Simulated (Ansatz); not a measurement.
Bulk crystal (SiC) after relaxation:

```cif
data_structure
_symmetry_space_group_name_H-M 'P 1'
_symmetry_Int_Tables_number 1
_cell_length_a 3.0804
_cell_length_b 3.0804
_cell_length_c 3.0804
_cell_angle_alpha 60.000
_cell_angle_beta 60.000
_cell_angle_gamma 60.000
_cell_volume 20.67
loop_
_atom_site_label
_atom_site_type_symbol
_atom_site_fract_x
_atom_site_fract_y
_atom_site_fract_z
_atom_site_occupancy
Si1 Si 0.00000 0.00000 0.00000 1
C1 C 0.75000 0.75000 0.75000 1
```

Miller indices refer to the conventional cell of F-43m (No. 216), a = 4.356 Å, b = 4.356 Å, c = 4.356 Å, α = 90.00°, β = 90.00°, γ = 90.00°. The bulk's gap is 1.71 eV.

Consider the (210) slab of 23 planes, 10.7 Å thick with 15 Å of vacuum as cut; outer planes Si (top) and Si (bottom), all atoms relaxed.

The calculation used Ansatz 0.2.0, DFT r2SCAN, scalar-relativistic, plane waves, PAW. Cutoff 500 eV; k points 7×6×1 on the computed 23-atom cell (Γ-centred); Gaussian smearing, width 0.05 eV; no spin polarisation. A dipole correction removes the field between periodic images along c.

The slab isn't stoichiometric (Si12C11), so its surface energy depends on the chemical potentials; it is given with the excess atoms taken from the element's standard state, a limit at which the compound may itself be unstable, so the figure can be too low.

Task: Give the surface energy with the excess atoms taken from the elements.

Result: 3.01 J/m².

Task: Give the gap of the slab on the mesh.

Result: 0.89 eV.

Task: Predict the bulk valence band top under the vacuum level.

Result: 5.53 eV.

Task: Estimate the bulk conduction band bottom under the vacuum level.

Result: 3.81 eV.

Task: The top two planes lie 0.487 Å apart in the bulk. How does relaxation change this?

Result: The spacing becomes 0.193 Å (-60.3 %).

The gap is read on a mesh, which can miss the band edges, so it can be too wide. Gaps are read on the k points sampled, so a band crossing between them can be missed.